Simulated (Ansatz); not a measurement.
The cell is ZrO₂ (started from an entry of an open crystallographic database); cell and atoms were relaxed with r2SCAN. The symmetry is P4_2/nmc (No. 137, tetragonal); a = 3.601 Å, c = 5.227 Å in the conventional setting, 11.30 Å³ an atom. Around Zr lie 8 O at 2.07–2.40 Å; around O lie 4 Zr at 2.07–2.40 Å.

```xyz
6
Lattice="3.6010 0.0000 0.0000 0.0000 3.6010 0.0000 0.0000 0.0000 5.2272" Properties=species:S:1:pos:R:3 pbc="T T T"
Zr    0.0000    0.0000    0.0000
Zr    1.8005    1.8005    2.6136
O     0.0000    1.8005    1.0296
O     0.0000    1.8005    3.6432
O     1.8005    0.0000    1.5840
O     1.8005    0.0000    4.1976
```

4 runs of Ansatz on this cell differ in the functional (and in the settings that go with it). Levels are in eV from each run's valence top; v1 is the last filled band, c1 the first empty one.

Run A, mean stress -2.6 GPa (compression positive):
```
point     v2     v1    c1    c2
    Γ  -0.09  -0.09  5.71  6.22
    X  -0.13  -0.13  6.12  6.12
    M  -0.44  -0.44  6.90  6.90
```

Run B, mean stress -8.7 GPa (compression positive):
```
point     v2     v1    c1    c2
    Γ  -0.12  -0.12  3.95  4.44
    X  -0.13  -0.13  4.36  4.36
    M  -0.46  -0.46  5.07  5.07
```

Run C, mean stress 0.0 GPa (compression positive):
```
point     v2     v1    c1    c2
    Γ  -0.11  -0.11  4.60  5.10
    X  -0.12  -0.12  4.97  4.97
    M  -0.42  -0.42  5.66  5.66
```

Run D, mean stress -2.6 GPa (compression positive):
```
point     v2     v1    c1    c2
    Γ  -0.09  -0.09  6.47  6.98
    X  -0.14  -0.14  6.88  6.88
    M  -0.44  -0.44  7.67  7.67
```

Task: Match the runs to LDA, r2SCAN, HSE06, PBE0.

Result: A is HSE06, B is LDA, C is r2SCAN, D is PBE0. In order of the gap: LDA 3.95, r2SCAN 4.60, HSE06 5.71, PBE0 6.47 eV. The stress vanishes for r2SCAN, which relaxed the cell.

Calculated for a static, non-magnetic cell.

The program warns that its thresholds are loose for a hybrid's stress.

The meshes of the hybrids are coarse, so their gaps aren't converged to the digits shown.
